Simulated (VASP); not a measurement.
# BN (P6_3mc) in VASP: a series of runs

One crystal, BN, is run at these levels: r2SCAN; tasks: single point.

All numbers are computed with VASP 6.6.1; they aren't measurements. Logs are shortened: lines on timing, memory, paths and dates and some standing lists are left out, and cuts for length are marked.

## 1. The crystal as given

Symmetry: P6_3mc, No. 186, hexagonal system. Conventional cell: a = 2.554 Å, b = 2.554 Å, c = 4.227 Å, α = 90.00°, β = 90.00°, γ = 120.00°. N (site symmetry 3m) has 4 B at 1.57 to 1.58 Å as nearest neighbours. Around B (site symmetry 3m) lie 4 N at 1.57 to 1.58 Å.

Measurements of this composition are mostly on another form, of space group No. 194.

## 2. Single point, r2SCAN

File INCAR:

```
  ADDGRID = F
  ALGO = Normal
  EDIFF = 1E-6
  ENCUT = 400
  ISIF = 2
  ISMEAR = 0
  LASPH = T
  LCHARG = F
  LMIXTAU = T
  LREAL = F
  LWAVE = F
  METAGGA = R2SCAN
  NBANDS = 16
  NELM = 100
  PREC = Normal
  SIGMA = 0.05
```

File KPOINTS:

```
k-points
0
Gamma
  7 7 4
```

File POSCAR:

```
BN
1.0
    2.5539396017      0.0000000000      0.0000000000
   -1.2769698009      2.2117765748      0.0000000000
    0.0000000000      0.0000000000      4.2268550000
N B
2 2
Direct
    0.3333333333      0.6666666667      0.1252760000
    0.6666666667      0.3333333333      0.6252760000
    0.3333333333      0.6666666667      0.4997240000
    0.6666666667      0.3333333333      0.9997240000
```

Potentials or basis: VASP PAW PBE potentials, release 64 (N_s, B_s).

Run with:

```bash
cat potpaw_PBE.64/N_s/POTCAR potpaw_PBE.64/B_s/POTCAR > POTCAR
mpirun -np 1 vasp_std > vasp.out
```

OUTCAR:

```text
EDIFF = 1E-6
   ENCUT = 400
   ISIF = 2
   ISMEAR = 0
   LASPH = T
   LREAL = F
   METAGGA = R2SCAN
   NELM = 100
   PREC = Normal

 Found     24 irreducible k-points:

 Following reciprocal coordinates:
            Coordinates               Weight
  0.000000  0.000000  0.000000      1.000000
  0.142857  0.000000  0.000000      6.000000
  0.285714  0.000000  0.000000      6.000000
  0.428571  0.000000  0.000000      6.000000
  0.142857  0.142857  0.000000      6.000000
  0.285714  0.142857  0.000000     12.000000
   k-points           NKPTS =     24   k-points in BZ     NKDIM =     24   number of bands    NBANDS=     16
   number of dos      NEDOS =    301   number of ions     NIONS =      4
   total plane-waves  NPLWV =   3456
   dimension x,y,z NGX =    12 NGY =   12 NGZ =   24
   dimension x,y,z NGXF=    24 NGYF=   24 NGZF=   48
   ions per type =               2   2
   NGX,Y,Z   is equivalent  to a cutoff of   7.81,  7.81,  9.44 a.u.
   NGXF,Y,Z  is equivalent  to a cutoff of  15.62, 15.62, 18.88 a.u.
 SYSTEM =  unknown system
   PREC   = normal    normal or accurate (medium, high low for compatibility)
   ISTART =      0    job   : 0-new  1-cont  2-samecut
   ICHARG =      2    charge: 1-file 2-atom 10-const
   ISPIN  =      1    spin polarized calculation?
   LNONCOLLINEAR =      F non collinear calculations
   LSORBIT =      F    spin-orbit coupling
   LASPH  =      T    aspherical Exc in radial PAW
   ENCUT  =  400.0 eV  29.40 Ry    5.42 a.u.   4.16  4.16  6.89*2*pi/ulx,y,z
   NELM   =    100;   NELMIN=  2; NELMDL= -5     # of ELM steps
   EDIFF  = 0.1E-05   stopping-criterion for ELM
   LREAL  =      F    real-space projection
   EDIFFG = 0.1E-04   stopping-criterion for IOM
   NSW    =      0    number of steps for IOM
   IBRION =     -1    ionic relax: 0-MD 1-quasi-New 2-CG
   NFREE  =      0    steps in history (QN), initial steepest desc. (CG)
   ISIF   =      2    stress and relaxation
   ISYM   =      2    0-nonsym 1-usesym 2-fastsym
   POTIM  = 0.5000    time-step for ionic-motion
   TEBEG  =    0.0;   TEEND  =   0.0 temperature during run
   PSTRESS=    0.0 pullay stress
   NELECT =      16.0000    total number of electrons
   NUPDOWN=      -1.0000    fix difference up-down
   EMIN   =  10.00;   EMAX   =-10.00  energy-range for DOS
   EFERMI =   0.00;   METHOD = LEGACY
   ISMEAR =     0;   SIGMA  =   0.05  broadening in eV -4-tet -1-fermi 0-gaus
   EFERMI_NEDOS =   21; number of points for ismear=-14 and -15
   IALGO  =     38    algorithm
   IMIX   =      4    mixing-type and parameters
     AMIX     =   0.40;   BMIX     =  1.00
     AMIX_MAG =   1.60;   BMIX_MAG =  1.00
  volume/ion in A,a.u.               =       5.97        40.28
  Fermi-wavevector in a.u.,A,eV,Ry     =   1.432600  2.707222 27.923836  2.052344
  Thomas-Fermi vector in A             =   2.552210
   LORBIT       =      0    0 simple, 1 ext, 2 COOP (PROOUT), +10 PAW based schemes
   METAGGA = R2SCAN    functional components
   LHFCALC =     F    Hartree Fock is set to
   AEXX    =    0.0000 exact exchange contribution
   IVDW    =     0    specifies the selected vdW correction
   LEPSILON=     F    determine dielectric tensor
   LRPA    =     F    only Hartree local field effects (RPA)
 non-spin polarized calculation
 Gauss-broadening in eV      SIGMA  =   0.05
  energy-cutoff  :      400.00
  volume of cell :       23.88
 maximum number of plane-waves:       444
   NGX =  9   NGY =  9   NGZ = 13

 number of electron      15.9999988 magnetization

 Free energy of the ion-electron system (eV)
  ---------------------------------------------------
  ext. energy  EPLUGINS =         0.00000000
  ---------------------------------------------------
  free energy    TOTEN  =       -38.11540576 eV

  energy without entropy =      -38.11540576  energy(sigma->0) =      -38.11540576

 E-fermi :   9.4103     XC(G=0): -13.5755

 val. band max:        9.1278980809   @ k =   0.0000   0.0000   0.0000
 cond. band min:      15.2507012652   @ k =   0.2857   0.2857   0.0000
 fundamental gap:      6.1228031844
 Fermi energy:         9.4103151176

 k-point     1 :       0.0000    0.0000    0.0000
  band No.  band energies     occupation
      1     -12.2590      2.00000
      2      -8.0666      2.00000
      3      -2.1334      2.00000
      4       6.9346      2.00000
      5       6.9346      2.00000
      6       8.8480      2.00000
[... 8 lines left out ...]
     15      21.8021      0.00000
     16      26.3667      0.00000

 k-point     2 :       0.1429    0.0000    0.0000
  band No.  band energies     occupation
      1     -11.8045      2.00000
      2      -7.7252      2.00000
      3      -1.6818      2.00000
      4       5.0332      2.00000
      5       6.1743      2.00000
      6       7.5191      2.00000
[... 8 lines left out ...]
     15      23.0811      0.00000
     16      25.6052      0.00000

 k-point     3 :       0.2857    0.0000    0.0000
  band No.  band energies     occupation
      1     -10.4965      2.00000
      2      -6.8912      2.00000
      3      -0.3926      2.00000
      4       1.5972      2.00000
      5       4.3738      2.00000
      6       4.8879      2.00000
[... 8 lines left out ...]
     15      25.7502      0.00000
     16      25.8831      0.00000

 k-point     4 :       0.4286    0.0000    0.0000
  band No.  band energies     occupation
      1      -8.6578      2.00000
      2      -6.5497      2.00000
      3      -0.5700      2.00000
      4       1.2261      2.00000
      5       1.7810      2.00000
      6       4.0804      2.00000
[... 8 lines left out ...]
     15      26.4200      0.00000
     16      27.8106      0.00000

 k-point     5 :       0.1429    0.1429    0.0000
  band No.  band energies     occupation
      1     -10.9208      2.00000
      2      -7.1245      2.00000
      3      -0.8074      2.00000
      4       3.0158      2.00000
      5       4.1023      2.00000
      6       5.9777      2.00000
[... 8 lines left out ...]
     15      25.3795      0.00000
     16      25.4855      0.00000

 k-point     6 :       0.2857    0.1429    0.0000
  band No.  band energies     occupation
      1      -9.2997      2.00000
      2      -6.4180      2.00000
      3       0.4650      2.00000
      4       0.7807      2.00000
      5       2.2543      2.00000
      6       3.7510      2.00000
[... 8 lines left out ...]
     15      25.3685      0.00000
     16      26.3550      0.00000

 [... further k-points ...]
[... 5 lines left out ...]
  --------------------------------------------------------------------------------------
  -------------------------------------------------------------------------------------
  Total       -0.5605258     -0.5605258     -0.6491742      0.0000000      0.0000000      0.0000000
  in kB      -37.6129156    -37.6129156    -43.5614748      0.0000000      0.0000000      0.0000000
  external PRESSURE =     -39.5957687 kB  Pullay stress =       0.0000000 kB

 VOLUME and BASIS-vectors are now :
 -----------------------------------------------------------------------------
  energy-cutoff  :      400.00
  volume of cell :       23.88
      direct lattice vectors                 reciprocal lattice vectors
     2.553939602  0.000000000  0.000000000     0.391551938  0.226062617  0.000000000
    -1.276969801  2.211776575  0.000000000     0.000000000  0.452125233  0.000000000
     0.000000000  0.000000000  4.226855000     0.000000000  0.000000000  0.236582518

 POSITION                                       TOTAL-FORCE (eV/Angst)
 -----------------------------------------------------------------------------------
     -0.00000      1.47452      0.52952         0.000000      0.000000     -0.021199
      1.27697      0.73726      2.64295        -0.000000      0.000000     -0.021199
     -0.00000      1.47452      2.11226         0.000000     -0.000000      0.021199
      1.27697      0.73726      4.22569         0.000000      0.000000      0.021199
 -----------------------------------------------------------------------------------
    total drift:                               -0.000018     -0.000031     -0.000472

  FREE ENERGIE OF THE ION-ELECTRON SYSTEM (eV)
  ---------------------------------------------------
  free  energy   TOTEN  =       -38.1154057602 eV

  energy  without entropy=      -38.1154057602  energy(sigma->0) =      -38.11540576
```

It took 18 s on 1 thread of Intel Xeon Platinum 8488C (Sapphire Rapids), shared host; peak memory 0.11 GiB.

The run converged, but some of its settings lie outside the range that counts as converged, so its numbers aren't taken as properties of the crystal.

Results:

```
Free energy            : -38.1154 eV
Pressure               : -4.0 GPa
Largest force          : 0.021 eV/Å
Band gap on the k mesh : 6.12 eV, indirect (least direct gap 8.91 eV)
```

Caveat: the PAW data sets were made with another functional, which shifts forces and pressure a little; an odd mesh through Γ misses points on the zone boundary, where band edges often lie.

## 3. Single point, r2SCAN

Changes to INCAR since step 2:

```diff
@@ -9,3 +9,3 @@
   LMIXTAU = T
-  LREAL = F
+  LREAL = Auto
   LWAVE = F
@@ -14,3 +14,3 @@
   NELM = 100
-  PREC = Normal
+  PREC = Accurate
   SIGMA = 0.05
```

KPOINTS is that of step 2.

POSCAR is that of step 2.

Potentials or basis: VASP PAW PBE potentials, release 64 (N_s, B_s).

Run with:

```bash
cat potpaw_PBE.64/N_s/POTCAR potpaw_PBE.64/B_s/POTCAR > POTCAR
mpirun -np 1 vasp_std > vasp.out
```

Wall time 50 s (1 thread of Intel Xeon Platinum 8488C (Sapphire Rapids), shared host); peak memory 0.12 GiB.

These settings aren't checked as converged: the numbers below hold their error.

What came out:

| Quantity | Value |
| --- | --- |
| Free energy | -38.1158 eV |
| Pressure | -4.0 GPa |
| Largest force | 0.021 eV/Å |
| Band gap on the k mesh | 6.12 eV, indirect (least direct gap 8.91 eV) |

Caveat: the PAW data sets were made with another functional, which shifts forces and pressure a little; an odd mesh through Γ misses points on the zone boundary, where band edges often lie.

## 4. Single point, r2SCAN

Changes to INCAR since step 3:

```diff
@@ -2,3 +2,3 @@
   ALGO = Normal
-  EDIFF = 1E-6
+  EDIFF = 0.01
   ENCUT = 400
@@ -9,3 +9,3 @@
   LMIXTAU = T
-  LREAL = Auto
+  LREAL = F
   LWAVE = F
```

KPOINTS is that of step 3.

POSCAR is that of step 3.

Potentials or basis: VASP PAW PBE potentials, release 64 (N_s, B_s).

Run with:

```bash
cat potpaw_PBE.64/N_s/POTCAR potpaw_PBE.64/B_s/POTCAR > POTCAR
mpirun -np 1 vasp_std > vasp.out
```

OUTCAR:

```text
EDIFF = 0.01
   ENCUT = 400
   ISIF = 2
   ISMEAR = 0
   LASPH = T
   LREAL = F
   METAGGA = R2SCAN
   NELM = 100
   PREC = Accurate

 Found     24 irreducible k-points:

 Following reciprocal coordinates:
            Coordinates               Weight
  0.000000  0.000000  0.000000      1.000000
  0.142857  0.000000  0.000000      6.000000
  0.285714  0.000000  0.000000      6.000000
  0.428571  0.000000  0.000000      6.000000
  0.142857  0.142857  0.000000      6.000000
  0.285714  0.142857  0.000000     12.000000
[... 187 lines left out ...]
     16      26.3525      0.00000

 [... further k-points ...]
[... 5 lines left out ...]
  --------------------------------------------------------------------------------------
  -------------------------------------------------------------------------------------
  Total       -0.8050795     -0.8050795     -0.8801933      0.0000000      0.0000000      0.0000000
  in kB      -54.0231799    -54.0231799    -59.0635335      0.0000000      0.0000000      0.0000000
  external PRESSURE =     -55.7032978 kB  Pullay stress =       0.0000000 kB

 VOLUME and BASIS-vectors are now :
 -----------------------------------------------------------------------------
  energy-cutoff  :      400.00
  volume of cell :       23.88
      direct lattice vectors                 reciprocal lattice vectors
     2.553939602  0.000000000  0.000000000     0.391551938  0.226062617  0.000000000
    -1.276969801  2.211776575  0.000000000     0.000000000  0.452125233  0.000000000
     0.000000000  0.000000000  4.226855000     0.000000000  0.000000000  0.236582518

 POSITION                                       TOTAL-FORCE (eV/Angst)
 -----------------------------------------------------------------------------------
     -0.00000      1.47452      0.52952        -0.000000      0.000000     -0.021056
      1.27697      0.73726      2.64295        -0.000000     -0.000000     -0.021056
     -0.00000      1.47452      2.11226        -0.000000      0.000000      0.021056
      1.27697      0.73726      4.22569         0.000000     -0.000000      0.021056
 -----------------------------------------------------------------------------------
    total drift:                               -0.000000     -0.000000     -0.006465

  FREE ENERGIE OF THE ION-ELECTRON SYSTEM (eV)
  ---------------------------------------------------
  free  energy   TOTEN  =       -38.1150020264 eV

  energy  without entropy=      -38.1150020264  energy(sigma->0) =      -38.11500203
```

stdout:

```text
POSCAR found type information on POSCAR N B
 POSCAR found :  2 types and       4 ions
 scaLAPACK will be used
 -----------------------------------------------------------------------------
|                                                                             |
|                                                                             |
|     You enforced a specific xc type in the INCAR file but a different       |
|     I HOPE YOU KNOW WHAT YOU ARE DOING!                                     |
|                                                                             |
 -----------------------------------------------------------------------------

 LDA part: xc-table for (None), standard interpolation
 POSCAR, INCAR and KPOINTS ok, starting setup
 FFT: planning ... GRIDC
 FFT: planning ... GRID_SOFT
 FFT: planning ... GRID
 WAVECAR not read
 entering main loop
```

Wall time 24 s (1 thread of Intel Xeon Platinum 8488C (Sapphire Rapids), shared host); peak memory 0.12 GiB.

These settings aren't checked as converged: the numbers below hold their error.

Results:

```
Free energy            : -38.1150 eV
Pressure               : -5.6 GPa
Largest force          : 0.021 eV/Å
Band gap on the k mesh : 6.11 eV, indirect (least direct gap 8.90 eV)
```

Caveat: the PAW data sets were made with another functional, which shifts forces and pressure a little; an odd mesh through Γ misses points on the zone boundary, where band edges often lie.

## 5. Single point, r2SCAN

Changes to INCAR since step 4:

```diff
@@ -2,3 +2,3 @@
   ALGO = Normal
-  EDIFF = 0.01
+  EDIFF = 0.001
   ENCUT = 400
```

KPOINTS is that of step 4.

POSCAR is that of step 4.

Run with:

```bash
cat potpaw_PBE.64/N_s/POTCAR potpaw_PBE.64/B_s/POTCAR > POTCAR
mpirun -np 1 vasp_std > vasp.out
```

It took 24 s on 1 thread of Intel Xeon Platinum 8488C (Sapphire Rapids), shared host; peak memory 0.12 GiB.

These settings aren't checked as converged: the numbers below hold their error.

Results:

* Free energy: -38.1144 eV
* Pressure: -3.4 GPa
* Largest force: 0.021 eV/Å
* Band gap on the k mesh: 6.13 eV, indirect (least direct gap 8.91 eV)

Caveat: the PAW data sets were made with another functional, which shifts forces and pressure a little; an odd mesh through Γ misses points on the zone boundary, where band edges often lie.

## 6. Single point, r2SCAN

Changes to INCAR since step 5:

```diff
@@ -2,3 +2,3 @@
   ALGO = Normal
-  EDIFF = 0.001
+  EDIFF = 1E-4
   ENCUT = 400
```

KPOINTS is that of step 5.

POSCAR is that of step 5.

Potentials or basis: VASP PAW PBE potentials, release 64 (N_s, B_s).

Run with:

```bash
cat potpaw_PBE.64/N_s/POTCAR potpaw_PBE.64/B_s/POTCAR > POTCAR
mpirun -np 1 vasp_std > vasp.out
```

OUTCAR:

```text
EDIFF = 1E-4
   ENCUT = 400
   ISIF = 2
   ISMEAR = 0
   LASPH = T
   LREAL = F
   METAGGA = R2SCAN
   NELM = 100
   PREC = Accurate

 Found     24 irreducible k-points:

 Following reciprocal coordinates:
            Coordinates               Weight
  0.000000  0.000000  0.000000      1.000000
  0.142857  0.000000  0.000000      6.000000
  0.285714  0.000000  0.000000      6.000000
[... 179 lines left out ...]
      5       2.2545      2.00000
      6       3.7512      2.00000
[... 8 lines left out ...]
     15      25.3690      0.00000
     16      26.3549      0.00000

 [... further k-points ...]
[... 5 lines left out ...]
  --------------------------------------------------------------------------------------
  -------------------------------------------------------------------------------------
  Total       -0.5292136     -0.5292136     -0.6242273      0.0000000      0.0000000      0.0000000
  in kB      -35.5117742    -35.5117742    -41.8874664      0.0000000      0.0000000      0.0000000
  external PRESSURE =     -37.6370050 kB  Pullay stress =       0.0000000 kB

 VOLUME and BASIS-vectors are now :
 -----------------------------------------------------------------------------
  energy-cutoff  :      400.00
  volume of cell :       23.88
      direct lattice vectors                 reciprocal lattice vectors
     2.553939602  0.000000000  0.000000000     0.391551938  0.226062617  0.000000000
    -1.276969801  2.211776575  0.000000000     0.000000000  0.452125233  0.000000000
     0.000000000  0.000000000  4.226855000     0.000000000  0.000000000  0.236582518

 POSITION                                       TOTAL-FORCE (eV/Angst)
 -----------------------------------------------------------------------------------
     -0.00000      1.47452      0.52952         0.000000     -0.000000     -0.020846
      1.27697      0.73726      2.64295        -0.000000      0.000000     -0.020846
     -0.00000      1.47452      2.11226         0.000000      0.000000      0.020846
      1.27697      0.73726      4.22569        -0.000000     -0.000000      0.020846
 -----------------------------------------------------------------------------------
    total drift:                               -0.000000     -0.000000     -0.000394

  FREE ENERGIE OF THE ION-ELECTRON SYSTEM (eV)
  ---------------------------------------------------
  free  energy   TOTEN  =       -38.1154208122 eV

  energy  without entropy=      -38.1154208122  energy(sigma->0) =      -38.11542081
```

Wall time 28 s (1 thread of Intel Xeon Platinum 8488C (Sapphire Rapids), shared host); peak memory 0.12 GiB.

The run converged, but some of its settings lie outside the range that counts as converged, so its numbers aren't taken as properties of the crystal.

What came out:

| Quantity | Value |
| --- | --- |
| Free energy | -38.1154 eV |
| Pressure | -3.8 GPa |
| Largest force | 0.021 eV/Å |
| Band gap on the k mesh | 6.12 eV, indirect (least direct gap 8.91 eV) |

Caveat: the PAW data sets were made with another functional, which shifts forces and pressure a little; an odd mesh through Γ misses points on the zone boundary, where band edges often lie.
